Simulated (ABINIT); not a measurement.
# GaN (P6_3mc) in ABINIT: settings compared, part 2 of 2

ABINIT 10.8.3 (patched build).

### 5 Single point, PBEsol

Input file run.abi:

```
# Pseudopotentials
pp_dirpath "./"
pseudos "Ga.upf, N.upf"

# Structure
acell 6.0093290763 6.0093290763 9.7623251598
rprim
     1.0000000000     0.0000000000     0.0000000000
    -0.5000000000     0.8660254038     0.0000000000
     0.0000000000     0.0000000000     1.0000000000
ntypat 2
znucl 31 7
natom 4
typat 1 1 2 2
xred
     0.6666666667     0.3333333333     0.5000000000
     0.3333333333     0.6666666667     0.0000000000
     0.6666666667     0.3333333333     0.8750000000
     0.3333333333     0.6666666667     0.3750000000

# Plane-wave basis
ecut 979.609905 eV

# k points
kptopt 1
ngkpt 8 8 4
nshiftk 1
shiftk 0.0 0.0 0.0

# Exchange and correlation
ixc -116133

# Bands and occupations
nband 22
occopt 3
tsmear 0.05 eV

# SCF cycle
nstep 100
tolvrs 1.0e-10

# Output
iomode 3
prtwf 0
prtden 0
prteig 0
prtebands 0
enunit 2
```

Potentials or basis: PseudoDojo NC SR PBEsol v0.4.1 standard.

Started as:

```sh
$ mpirun --bind-to none -np 4 abinit run.abi > log 2>&1
```

run.abo:

```text
.Version 10.8.3 of ABINIT
 Symmetries : space group P6_3 m c (#186); Bravais hP (primitive hexag.)
================================================================================
 Values of the parameters that define the memory need of the present run
     intxc =       0    ionmov =       0      iscf =       7    lmnmax =       6
     lnmax =       6     mgfft =      54  mpssoang =       3    mqgrid =    3001
     natom =       4  nloc_mem =       1    nspden =       1   nspinor =       1
    nsppol =       1      nsym =      12    n1xccc =    2501    ntypat =       2
    occopt =       3   xclevel =       2
       mpw =        3164          nfft =       69984          nkpt =          30
================================================================================
================================================================================

--------------------------------------------------------------------------------
------------- Echo of variables that govern the present computation ------------
--------------------------------------------------------------------------------
 -outvars: echo values of preprocessed input variables --------
            acell      6.0093290763E+00  6.0093290763E+00  9.7623251598E+00 Bohr
              amu      6.97230000E+01  1.40067400E+01
             ecut      3.60000000E+01 Hartree
           enunit           2
              ixc     -116133
         kptrlatt        8    0    0      0    8    0      0    0    4
          kptrlen      3.90493006E+01
            natom           4
            nband          22
            ngfft          36      36      54
             nkpt          30
            nstep         100
             nsym          12
           ntypat           2
           occopt           3
           prtden           0
        prtebands           0
           prteig           0
            prtwf           0
            rprim      1.0000000000E+00  0.0000000000E+00  0.0000000000E+00
                      -5.0000000000E-01  8.6602540380E-01  0.0000000000E+00
                       0.0000000000E+00  0.0000000000E+00  1.0000000000E+00
          spgroup         186
           tolvrs      1.00000000E-10
           tsmear      1.83746611E-03 Hartree
            typat      1  1  2  2
           xangst      1.5899999989E+00  9.1798692740E-01  2.5829999982E+00
                      -3.7217767267E-16  1.8359738548E+00  0.0000000000E+00
                       1.5899999989E+00  9.1798692740E-01  4.5202499969E+00
                      -3.7217767267E-16  1.8359738548E+00  1.9372499987E+00
            xcart      3.0046645381E+00  1.7347438800E+00  4.8811625799E+00
                      -7.0331387152E-16  3.4694877599E+00  0.0000000000E+00
                       3.0046645381E+00  1.7347438800E+00  8.5420345148E+00
                      -7.0331387152E-16  3.4694877599E+00  3.6608719349E+00
             xred      6.6666666667E-01  3.3333333333E-01  5.0000000000E-01
                       3.3333333333E-01  6.6666666667E-01  0.0000000000E+00
                       6.6666666667E-01  3.3333333333E-01  8.7500000000E-01
                       3.3333333333E-01  6.6666666667E-01  3.7500000000E-01
            znucl       31.00000    7.00000

================================================================================

 chkinp: Checking input parameters for consistency.

================================================================================
== DATASET  1 ==================================================================

--- !DatasetInfo
iteration_state: {dtset: 1, }
[... 98 lines left out ...]

 ----iterations are completed or convergence reached----

 Mean square residual over all n,k,spin=   96.321E-09; max=  42.076E-06
 reduced coordinates (array xred) for    4 atoms
       0.666666666667      0.333333333333      0.500000000000
       0.333333333333      0.666666666667      0.000000000000
       0.666666666667      0.333333333333      0.875000000000
       0.333333333333      0.666666666667      0.375000000000
 rms dE/dt=  1.4612E-02; max dE/dt=  2.5342E-02; dE/dt below (all hartree)
    1       0.000000000000      0.000000000000      0.025341929344
    2       0.000000000000      0.000000000000      0.025341929344
    3      -0.000000000000      0.000000000000     -0.025274938550
    4       0.000000000000      0.000000000000     -0.025274938550

 cartesian coordinates (angstrom) at end:
    1      1.58999999891869     0.91798692740371     2.58299999824324
    2     -0.00000000000000     1.83597385480742     0.00000000000000
    3      1.58999999891869     0.91798692740371     4.52024999692566
    4     -0.00000000000000     1.83597385480742     1.93724999868243

 cartesian forces (hartree/bohr) at end:
    1     -0.00000000000000    -0.00000000000000    -0.00259245963771
    2     -0.00000000000000    -0.00000000000000    -0.00259245963771
    3      0.00000000000000     0.00000000000000     0.00259245963771
    4     -0.00000000000000    -0.00000000000000     0.00259245963771
 frms,max,avg= 1.4967573E-03 2.5924596E-03   0.000E+00  0.000E+00 -3.431E-06 h/b

 cartesian forces (eV/Angstrom) at end:
    1     -0.00000000000000    -0.00000000000000    -0.13330963451037
    2     -0.00000000000000    -0.00000000000000    -0.13330963451037
    3      0.00000000000000     0.00000000000000     0.13330963451037
    4     -0.00000000000000    -0.00000000000000     0.13330963451037
 frms,max,avg= 7.6966353E-02 1.3330963E-01   0.000E+00  0.000E+00 -1.764E-04 e/A
 length scales=  6.009329076300  6.009329076300  9.762325159800 bohr
              =  3.179999997837  3.179999997837  5.165999996486 angstroms
 Fermi (or HOMO) energy (hartree) =   0.23381   Average Vxc (hartree)=  -0.44222
 Eigenvalues (hartree) for nkpt=  30  k points:
 kpt#   1, nband= 22, wtk=  0.00391, kpt=  0.0000  0.0000  0.0000 (reduced coord)
  -0.39252   -0.35854   -0.30162   -0.30084   -0.30084   -0.29854   -0.29854   -0.29161
  -0.29161   -0.28786   -0.28786   -0.23943   -0.06786    0.15767    0.15767    0.19476
   0.19704    0.19704    0.26863    0.35333    0.53389    0.55934
      occupation numbers for kpt#   1
   2.00000    2.00000    2.00000    2.00000    2.00000    2.00000    2.00000    2.00000
   2.00000    2.00000    2.00000    2.00000    2.00000    2.00000    2.00000    2.00000
   2.00000    2.00000    0.00000    0.00000    0.00000    0.00000
 prteigrs : prtvol=0 or 1, do not print more k-points.

 Fermi (or HOMO) energy (eV) =   6.36224   Average Vxc (eV)= -12.03332
 Eigenvalues (   eV  ) for nkpt=  30  k points:
 kpt#   1, nband= 22, wtk=  0.00391, kpt=  0.0000  0.0000  0.0000 (reduced coord)
 -10.68108   -9.75638   -8.20740   -8.18633   -8.18633   -8.12359   -8.12359   -7.93500
  -7.93500   -7.83297   -7.83297   -6.51517   -1.84654    4.29037    4.29037    5.29960
   5.36169    5.36169    7.30980    9.61451   14.52789   15.22052
 prteigrs : prtvol=0 or 1, do not print more k-points.

--- !EnergyTerms
iteration_state     : {dtset: 1, }
comment             : Components of total free energy in Hartree
kinetic             :  1.40085117635775E+02
hartree             :  4.34671720558969E+01
xc                  : -4.76083616274539E+01
Ewald energy        : -1.17003474182718E+02
psp_core            :  7.02174577745848E+00
local_psp           : -1.20817108370830E+02
non_local_psp       : -7.86049697345053E+01
internal            : -1.73459878446377E+02
'-kT*entropy'       : -3.53486179822907E-12
total_energy        : -1.73459878446380E+02
total_energy_eV     : -4.72008375058537E+03
band_energy         : -6.18923684339227E+00
...

 Cartesian components of stress tensor (hartree/bohr^3)
  sigma(1 1)=  5.28501376E-05  sigma(3 2)=  0.00000000E+00
  sigma(2 2)=  5.28501368E-05  sigma(3 1)=  0.00000000E+00
  sigma(3 3)= -1.71675448E-05  sigma(2 1)=  0.00000000E+00

-Cartesian components of stress tensor (GPa)         [Pressure= -8.6824E-01 GPa]
- sigma(1 1)=  1.55490473E+00  sigma(3 2)=  0.00000000E+00
- sigma(2 2)=  1.55490471E+00  sigma(3 1)=  0.00000000E+00
- sigma(3 3)= -5.05086605E-01  sigma(2 1)=  0.00000000E+00

== END DATASET(S) ==============================================================
================================================================================

 -outvars: echo values of variables after computation  --------
            acell      6.0093290763E+00  6.0093290763E+00  9.7623251598E+00 Bohr
           etotal     -1.7345987845E+02
            fcart     -0.0000000000E+00 -0.0000000000E+00 -2.5924596377E-03
                      -0.0000000000E+00 -0.0000000000E+00 -2.5924596377E-03
                       3.5846200985E-28  2.0695813788E-28  2.5924596377E-03
                      -3.5846200985E-28 -2.0695813788E-28  2.5924596377E-03
            rprim      1.0000000000E+00  0.0000000000E+00  0.0000000000E+00
                      -5.0000000000E-01  8.6602540380E-01  0.0000000000E+00
                       0.0000000000E+00  0.0000000000E+00  1.0000000000E+00
           strten      5.2850137626E-05  5.2850136798E-05 -1.7167544773E-05
                       0.0000000000E+00  0.0000000000E+00  0.0000000000E+00
           xangst      1.5899999989E+00  9.1798692740E-01  2.5829999982E+00
                      -3.7217767267E-16  1.8359738548E+00  0.0000000000E+00
                       1.5899999989E+00  9.1798692740E-01  4.5202499969E+00
                      -3.7217767267E-16  1.8359738548E+00  1.9372499987E+00
             xred      6.6666666667E-01  3.3333333333E-01  5.0000000000E-01
                       3.3333333333E-01  6.6666666667E-01  0.0000000000E+00
                       6.6666666667E-01  3.3333333333E-01  8.7500000000E-01
                       3.3333333333E-01  6.6666666667E-01  3.7500000000E-01
 Calculation completed.
```

Wall time 26 s (4 MPI ranks of Arm Neoverse V1, shared host); peak memory 0.32 GiB.

Results:

| Quantity | Value |
| --- | --- |
| Free energy | -4720.0838 eV |
| Pressure | -0.9 GPa |
| Largest force | 0.133 eV/Å |
| Band gap on the k mesh | 1.95 eV, direct |
| Valence electrons inside the program's atomic spheres | Ga 10.90; N 5.25 |

Forces on the atoms (eV/Å):
```
Ga   0.000  0.000 -0.133
Ga   0.000  0.000 -0.133
N    0.000  0.000  0.133
N    0.000  0.000  0.133
```

Caveat: the cutoff is short for stress, so the pressure is rough.

### 6 Relaxation of cell and atoms, PBE

Input file run.abi:

```
pp_dirpath "./"
pseudos "Ga.upf, N.upf"

acell 3*1.0
rprim
     6.0093290763     0.0000000000     0.0000000000
    -3.0046645382     5.2042316397     0.0000000000
     0.0000000000     0.0000000000     9.7623251598
ntypat 2
znucl 31 7
natom 4
typat 1 1 2 2
xred
     0.3333333333     0.6666666667     0.0000000000
     0.6666666667     0.3333333333     0.5000000000
     0.3333333333     0.6666666667     0.3750000000
     0.6666666667     0.3333333333     0.8750000000
chkprim 0
chksymtnons 0
tolsym 1.0e-6

ecut 42.0

kptopt 1
ngkpt 8 8 4
nshiftk 1
shiftk 0.0 0.0 0.0

ixc 11

nband 22
occopt 3
tsmear 0.05 eV

nstep 100
tolvrs 1.0e-10

iomode 3
prtwf 0
prtden 0
prteig 0
prtebands 0
enunit 1

ionmov 2
ntime 60
tolmxf 5.0e-5
optcell 2
dilatmx 1.08
ecutsm 0.5
```

Potentials or basis: PseudoDojo NC SR PBE v0.4.1 standard.

Started as:

```sh
$ abinit run.abi > log 2>&1
```

Run time: 32 min. Hardware: 1 thread of Intel Xeon Platinum 8259CL at 2.50GHz (Skylake/Cascade Lake), shared host; peak memory 0.14 GiB.

Results (log left out):

```yaml
Free_energy: -4728.2783 eV
Relaxed_volume: 11.77 Å³/atom
Relaxed_cell: a = 3.219 Å, b = 3.219 Å, c = 5.244 Å, α = 90.00°, β = 90.00°, γ = 120.00°
Space_group_after_relaxing_to_0.05_Å: P6_3mc (No. 186)
Energy_gained_by_relaxing: 10.8 meV/atom
Ionic_steps: 9
Pressure_after_relaxing: 0.0 GPa
Band_gap_on_the_k_mesh: 1.74 eV, direct
Valence_electrons_inside_the_program's_atomic_spheres: Ga 10.87; N 5.21
```

Step by step:
```csv
step,energy change (eV),largest force (eV/Å),pressure (GPa),volume (Å³)
1,0.0000,0.1373,7.49,45.24
2,-0.0352,0.0747,3.03,46.29
3,-0.0429,0.0310,0.15,47.04
4,-0.0430,0.0221,-0.02,47.08
5,-0.0430,0.0127,-0.06,47.09
6,-0.0430,0.0011,-0.05,47.09
7,-0.0430,0.0021,-0.01,47.08
8,-0.0430,0.0014,0.01,47.08
9,-0.0430,0.0004,0.01,47.08
```

Final structure:
```
Ga N
1.0
     3.21949    0.00000    0.00000
    -1.60975    2.78816    0.00000
     0.00000    0.00000    5.24428
Ga N
2 2
Cartesian
  0.0000 1.8588 -0.0046
  1.6097 0.9294 2.6176
  0.0000 1.8588 1.9712
  1.6097 0.9294 4.5933
```

Levels at points of the mesh, in eV from the valence-band top:
```
           k point  band 15  band 16  band 17  band 18  band 19  band 20  band 21  band 22
(0.00, 0.00, 0.00)    -0.99    -0.03     0.00     0.00     1.74     4.09     9.03     9.77
(0.50, 0.00, 0.00)    -4.05    -2.63    -2.10    -0.96     5.01     5.40     6.00     8.35
(0.00, 0.00, 0.50)    -0.51    -0.51    -0.51    -0.51     4.08     4.08     8.34     8.34
(0.50, 0.00, 0.50)    -1.86    -1.86    -1.82    -1.82     4.34     4.34     7.60     7.60
```

Expect the measured gap to be larger: semilocal functionals such as PBE lack the derivative discontinuity. PBE usually gives volumes a little too large and moduli too small.

### 7 Summary

| task | level | potentials or basis | cell | cutoff (eV) | cell freedom (optcell) | cutoff smearing ecutsm (Ha) | optimiser (ionmov) | force stop (Ha/bohr) | gap on the mesh (eV) | pressure (GPa) | largest force (eV/Å) |
| --- | --- | --- | --- | --- | --- | --- | --- | --- | --- | --- | --- |
| single point | PBE | PseudoDojo NC SR PBE v0.4.1 standard | as given | 1143 | - | - | - | - | 2.01 | 7.5 | 0.14 |
| single point | PBEsol | PseudoDojo NC SR PBEsol v0.4.1 standard | as given | 1143 | - | - | - | - | 1.95 | 1.2 | 0.13 |
| single point | PBE | PseudoDojo NC SR PBE v0.4.1 standard | as given | 980 | - | - | - | - | 2.01 | - | 0.14 |
| single point | PBEsol | PseudoDojo NC SR PBEsol v0.4.1 standard | as given | 980 | - | - | - | - | 1.95 | -0.9 | 0.13 |
| relaxation of cell and atoms | PBE | PseudoDojo NC SR PBE v0.4.1 standard | relaxed | 1143 | 2 | 0.5 | 2 | 5e-05 | 1.74 | 0.0 | - |

Alike in all rows: no spin polarisation; k mesh 8 × 8 × 4; smearing fermi-dirac 0.05 eV.

Caveats: the cutoff is short for stress, so the pressure is rough (some runs).

Total energies depend on the potentials used, so only differences within one code and one set of settings carry meaning.

### 8 How close it comes

Step 2. Against the measured gap of GaN, 3.503 eV (direct; quoted in “Studying electronic properties in GaN without electrical contacts using γ-γ vs e−-γ Perturbed Angular Correlations”, 2019, pmc:6823545), the calculated 2.01 eV is off by -1.50 eV. Spin-orbit coupling on Ga is left out. The value is that of PBE, without temperature or zero-point motion. Semilocal functionals fall short of measured gaps as a rule.

Step 3. Measured gap of GaN: 3.503 eV (direct; quoted in “Studying electronic properties in GaN without electrical contacts using γ-γ vs e−-γ Perturbed Angular Correlations”, 2019, pmc:6823545). This calculation gives 1.95 eV (-1.55 eV). Spin-orbit coupling on Ga is left out. The value is that of PBEsol, without temperature or zero-point motion. Semilocal functionals fall short of measured gaps as a rule.
